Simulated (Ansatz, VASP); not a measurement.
# B: VASP beside Ansatz

File INCAR:

```
  ALGO = Normal
  EDIFF = 1E-7
  ENCUT = 520
  GGA = RE
  ISIF = 2
  ISMEAR = -1
  LASPH = True
  LCHARG = True
  LELF = True
  LREAL = False
  LVHAR = True
  LWAVE = False
  NBANDS = 14
  NELM = 60
  PREC = Accurate
  SIGMA = 0.1
```

The input KPOINTS:

```
k-points
0
Gamma
  23 23 2
```

File POSCAR:

```
B
1.0
    1.6754064441      0.0000000000      0.0000000000
   -0.8377032220      1.4509445422      0.0000000000
    0.0000000000      0.0000000000     21.1066925030
B
4
Direct
    1.0000000000      1.0000000000      0.0000000000
    1.0000000000      1.0000000000      0.5000000000
    0.3333333333      0.6666666667      0.2500000000
    0.6666666667      0.3333333333      0.7500000000
```

Input for Ansatz:

```yaml
crystal:
  lattice:
    - [1.6754064441, 0.0, 0.0]
    - [-0.837703222, 1.4509445422, 0.0]
    - [0.0, 0.0, 21.106692503]
  atoms:
    - { symbol: B, position: [1.0, 1.0, 0.0] }
    - { symbol: B, position: [1.0, 1.0, 0.5] }
    - { symbol: B, position: [0.3333333333, 0.6666666667, 0.25] }
    - { symbol: B, position: [0.6666666667, 0.3333333333, 0.75] }
hamiltonian:
  xc: revpbe
  pseudopotentials:
    kind: paw
    azcp:
      B: "pseudopotentials/B.paw.azcp"
basis:
  ecutwfc: 420
  fft_grid_basis: typed
kpoints:
  mp_grid: { grid: [23, 23, 2], shift: [0, 0, 0] }
magnetization:
  spin_polarized: false
scf:
  occupations: { method: fermi_dirac, width: 0.1 }
  lower_state_search: "off"
output:
  stress: true
  write_density: true
  write_potential: true
  elf: true
  volumetric_format: npy
```

Alike in both runs: task single point; functional revPBE; k mesh 23 × 23 × 2; occupations fermi-dirac, width 0.1 eV; no spin polarisation.

|  | VASP | Ansatz |
| --- | --- | --- |
| version | VASP 6.6.1 | Ansatz 0.2.0 |
| potentials or method | VASP PAW PBE potentials, release 64 (B) | plane waves (420 eV) with PAW, scalar-relativistic |
| plane-wave cutoff (eV) | 520 | 420 |
| valence electrons in the cell | 12 | 12 |

```csv
,VASP,Ansatz,Ansatz less VASP
pressure (GPa),10.2,10.3,+0.10
largest component of the traceless stress (GPa),10.24,10.25,+0.006
```

Caveats: the PAW data sets were made with another functional, which shifts forces and pressure a little (VASP); this functional lacks dispersion, which binds the layers, so the pressure and a relaxed spacing across them are unreliable.
